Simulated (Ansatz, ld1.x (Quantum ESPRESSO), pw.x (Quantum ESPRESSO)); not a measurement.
**Os: one change to the RRKJ potential, in the atom and in the diamond crystal**

```json
{
  "Element": "osmium (Os)",
  "Generator": "ld1.x (Quantum ESPRESSO) 7.5",
  "Type": "norm-conserving RRKJ (Kleinman–Bylander form)",
  "Functional": "PBE",
  "Relativity": "scalar-relativistic",
  "Frozen core": "[Xe] 4f14",
  "Valence charge": "8",
  "Reference configuration": "5d6 6s1 6p0 (charge +1)",
  "Partial waves": "6p (bound, empty): rc 2.30 bohr; 5d (bound): rc 2.20 bohr; 6s (bound): rc 2.25 bohr",
  "Local potential": "the s channel",
  "Core correction": "none",
  "rho0": "0.001"
}
```

Change: core correction a·sin(br)/r model core inside 1.66 bohr.

Cutoffs, loose and tight: the cutoffs (Ry, on a coarse ladder) from which the occupation-weighted sum of valence levels, in a spherical-Bessel basis at the reference potential, stays within 10 and 1 mRy of its value at 400 Ry. They do not see the model core or the augmentation charge, which bear on the density cutoff. Test errors are all-electron minus pseudo excitation energies from the reference, over the configurations 5d6 6s2 6p0; 5d6 6s0 6p0; 5d5 6s0 6p0; 5d5 6s2 6p1; 5d7 6s0 6p0; 5d6 6s1 6p1; 5d7 6s1 6p0; variants that change the core or the reference have their own tests.

Crystal test: diamond Os in pw.x 7.5, no spin, 8³ k-points, Fermi–Dirac smearing 0.01 Ry, cutoffs set for each file from its atomic test. The reference is all-electron LAPW (Ansatz 0.2.0) with the same functional, mesh and smearing; V0 and B0 come from Birch–Murnaghan fits to the pressures at five volumes. Errors are pseudo minus all-electron; Δ is the rms difference of the E(V) curves that follow from these fits, minima aligned, over ±6 % about the mean V0. Mesh and smearing are coarse, so the numbers serve the comparison and aren't converged zero-temperature values; the lattice is a test structure that the element need not adopt.

All-electron: a0 = 5.558 Å (V0 = 21.46 Å³/atom), B0 = 203.7 GPa.

Task: Does the change bring the crystal closer to the all-electron result?

Result: The mean pressure error goes from +5.66 to +6.98 GPa, so the change moves the solid further from the all-electron pressures.

```tsv
quantity	base	changed
outcome (atom)	generated	generated
cutoff, loose (atom)	30 Ry	30 Ry
cutoff, tight (atom)	35 Ry	35 Ry
bound ghosts (atom)	none	none
largest test error (meV) (atom)	-49	-157
cutoffs in pw.x (Ry)	45/180	50/200
a0 (Å)	5.607	5.618
a0 error (%)	+0.88	+1.09
B0 error (%)	-2.6	-4.2
Δ (meV/atom)	25.2	31.0
mean pressure error (GPa)	+5.66	+6.98
```

Base: This is a poor potential for the solid. Changed file: This is a poor potential for the solid. The atomic cutoffs weigh occupied waves only.
